## Pressure of cubic boron arsenide from its volume, by hand

Before a crystal of boron arsenide is modelled or tested under load, someone must decide how to turn a change of volume into a pressure. The quickest way is to multiply the fractional change by the bulk modulus. The table shows when that is good enough, and a correction that needs only a pocket calculator covers the rest. Positive pressure means that the crystal is squeezed, negative pressure that it is pulled equally from all sides.

Cubic boron arsenide (BAs), calculated with Ansatz 0.2.0 using the HSE06 hybrid functional, PAW potentials, a plane-wave cutoff of 420 eV and a 6×6×6 k mesh, without spin polarisation. The r2SCAN geometry was scaled evenly to each volume, and pressure is positive in compression.

| volume (Å³/atom) | shortest distance (Å) | pressure (GPa) |
| --- | --- | --- |
| 11.658 | 1.964 | 30.20 |
| 12.396 | 2.004 | 16.00 |
| 13.022 | 2.037 | 6.70 |
| 13.342 | 2.054 | 2.70 |
| 13.480 | 2.061 | 1.10 |
| 13.684 | 2.071 | -1.10 |
| 14.309 | 2.102 | -6.80 |
| 14.326 | 2.103 | -7.00 |
| 15.027 | 2.137 | -12.00 |
| 16.014 | 2.183 | -17.20 |

### Why the curve bends

Every boron atom sits between four arsenic atoms, and every arsenic atom between four borons. When the cubic cell shrinks or grows evenly, all these bonds change by the same fraction and the angles stay as they are. One number, the volume per atom, therefore describes the whole deformation.

The pressure is the downhill slope of the energy against volume. It vanishes where the attraction of the bonds balances the repulsion between atoms pressed together. Theory argues that the repulsion changes faster with distance than the attraction does. Squeezing therefore brings in ever more of the steep part, and the crystal stiffens; stretching lets the steep part fade, and it softens.

The pressures show this stiffening directly. The bulk modulus, $B=-V\,dP/dV$, is the pressure gained per fractional loss of volume. Between the two smallest volumes it averages 231 GPa, between the two largest only 82 GPa. A crystal with constant stiffness would have the same value in both places. Part of the change is geometry: bonds that behaved as perfect springs are expected to raise $B$ by 1 GPa for each GPa of pressure already, so the steep repulsion has to supply only the rest of the slope found below.

### From the picture to a rule

The simplest description of this behaviour lets the stiffness grow in step with the pressure $P$:

$$B=B_0+4P .$$

Here $B_0$ is the bulk modulus at zero pressure, and 4 is a usual value for many solids. To test it, a straight line was fitted to the stiffness between neighbouring rows. Its slope is $3.97\pm0.11$. The interval between 14.309 and 14.326 Å³ per atom was left out, because the pressures there differ by little more than their rounding.

Inserting the definition of $B$ and separating the variables gives

$$\frac{dP}{B_0+4P}=-\frac{dV}{V},$$

and integration from the pressure-free volume $V_0$ leads to the Murnaghan equation:

$$P=\frac{B_0}{4}\left[\left(\frac{V_0}{V}\right)^4-1\right].$$

In words: divide the pressure-free volume by the actual one, square twice, subtract one, and multiply by a quarter of the bulk modulus.

Both constants come from the two rows on either side of zero pressure, at 13.480 and 13.684 Å³ per atom. Their pressures are equal and opposite to the rounding of the table, so $V_0$ lies about midway, at 13.58 Å³ per atom. The pressure drops by 2.2 GPa over 0.204 Å³, which gives

$$B_0=13.58\times\frac{2.2}{0.204}\approx146.5\ \text{GPa},\qquad \frac{B_0}{4}\approx36.6\ \text{GPa}.$$

### Two rows worked out

The two ends of the table strain the rule most, and neither was used to set its constants. At the smallest volume, 11.658 Å³ per atom:

$$\frac{13.58}{11.658}=1.165,\qquad 1.165^2=1.357,\qquad 1.357^2=1.842,$$

$$P=36.6\times(1.842-1)=30.8\ \text{GPa}.$$

The calculation gives 30.2 GPa, so the estimate is 2% too high.

At the largest volume, 16.014 Å³ per atom, the same steps give

$$\frac{13.58}{16.014}=0.848,\qquad 0.848^2=0.719,\qquad 0.719^2=0.517,$$

$$P=36.6\times(0.517-1)=-17.7\ \text{GPa}.$$

The calculated tension is 17.2 GPa, so the estimate is 3% too strong.

### How accurate it is

The eight rows that did not set the constants are all reproduced within 3% of their pressure. They span volumes from 14% below to 18% above the pressure-free one. This accuracy rests on $B_0$, and an error in it passes in full into every pressure. Rounding the two pressures to 0.1 GPa could shift their difference of 2.2 GPa by almost 5%; here it does little harm, since the unrounded pressures give 146.3 GPa. The two rows should also lie evenly about zero pressure, because a difference between rows gives the stiffness at their mean pressure: between 13.684 and 14.309 Å³ per atom it is only 127.6 GPa. The runs reported their stresses as loosely converged, but the slopes of the total energies between neighbouring rows agree with the average pressures within 0.4 GPa. The bend is therefore not a fault of the stresses.

The small errors that remain have a pattern. From zero pressure to the strongest compression, the stiffness rises by about 3.7 GPa for each GPa of pressure; towards the strongest tension it falls by about 4.4. A fixed value of 4 therefore makes the squeezed crystal slightly too stiff and the stretched one not soft enough, so the rule overshoots at both ends. The second-order Birch–Murnaghan equation lets this number decline with pressure and, with the same two constants, stays within about 0.2 GPa on the eight rows.

The plain bulk modulus fares much worse at large strain. At the smallest volume it gives 31% too little pressure, and at the largest 52% too much tension. Expanding the Murnaghan equation for small changes shows that the percentage error of the straight line is about $(4+1)/2$, or two and a half, times the percentage change of volume. A volume change of 4% thus costs about 10% in pressure, and beyond that the two squarings are worth the trouble.

### Where to stop

On the stretched side the formula levels off at minus a quarter of the bulk modulus, however large the volume becomes. A real crystal reaches a greatest tension and then comes apart, so the rule should not be carried far past the last row. On the squeezed side the atoms were kept in the zinc-blende arrangement. Many semiconductors of this type change to a denser structure under high pressure, and the formula cannot foresee such a change.

The rule also assumes equal load from all sides. A layer clamped in its plane but free to relax at right angles to it needs separate elastic constants. Finally, the pressures come from a hybrid density functional with the atoms at rest. Zero-point and thermal motion usually push a crystal outwards, so for a warm sample $V_0$ should be taken at its own temperature.

Another compound of the same structure needs its own $V_0$ and $B_0$. Boron phosphide, with shorter and stronger bonds, is stiffer and answers the same fractional squeeze with more pressure; gallium arsenide, with longer and weaker bonds, answers with less. The stiffening has the same origin in both, so a slope near 4 is a sensible first guess. The printed analysis that follows lists the estimates row by row.

Output of the analysis:

```
volume at zero pressure V0, Å³/atom: 13.58
bulk modulus at zero pressure B0, GPa: 146.5
B0 from the unrounded pressures, GPa: 146.3
prefactor B0/4, GPa: 36.62
V0/V at the smallest volume: 1.165
V0/V squared at the smallest volume: 1.357
V0/V to the fourth at the smallest volume: 1.842
V0/V at the largest volume: 0.8481
V0/V squared at the largest volume: 0.7193
V0/V to the fourth at the largest volume: 0.5174
smallest volume against V0, %: -14.17
largest volume against V0, %: 17.91
rules by row, and in the last three columns the interval from the row above:
     row  rule_GPa  rule_miss_GPa  rule_miss_pct  Birch_miss_GPa  straight_GPa  straight_miss_pct  mean_P_GPa  P_from_energy_GPa  stiffness_GPa
  11.658     30.84         0.6432           2.13          0.1817         20.75             -31.29         n/a                n/a            n/a
  12.396     16.16         0.1565         0.9778         0.06936         12.79             -20.06        23.1              22.76          231.3
  13.022     6.717        0.01702          0.254        0.009309         6.039             -9.862       11.35              11.17          188.8
  13.342     2.707       0.006743         0.2497        0.006185         2.588             -4.139         4.7              4.689          164.8
   13.48     1.121        0.02097          1.906         0.02093           1.1          7.772e-13         1.9              1.939          155.5
  13.684     -1.08        0.02035          -1.85         0.02039          -1.1         -7.105e-13           0            0.02356          146.5
  14.309    -6.894       -0.09367          1.378        -0.08154         -7.84               15.3       -3.95             -4.053          127.6
  14.326    -7.035       -0.03451         0.4931        -0.02156        -8.024              14.62        -6.9             -6.739          168.4
  15.027    -12.18        -0.1803          1.503            -0.1        -15.58              29.86        -9.5             -9.591          104.7
  16.014    -17.67        -0.4706          2.736         -0.1637        -26.23              52.49       -14.6             -14.73          81.74
largest miss of the rule on the eight test rows, GPa: 0.6432
largest miss of Birch-Murnaghan on the test rows, GPa: 0.1817
stiffness gained per GPa, zero to strongest compression: 3.674
stiffness lost per GPa, zero to strongest tension: 4.434
fit of stiff on 8 rows (diff(vol) > 0.1): constant 143.7 +/- 1.2, coefficient of pm 3.969 +/- 0.11; rms 2.87, worst 13.48 -4.29, leave-one-out rms 4.8
  rows outside the fit (model, value, miss): 14.326 116.3, 168.4, -52.2
```
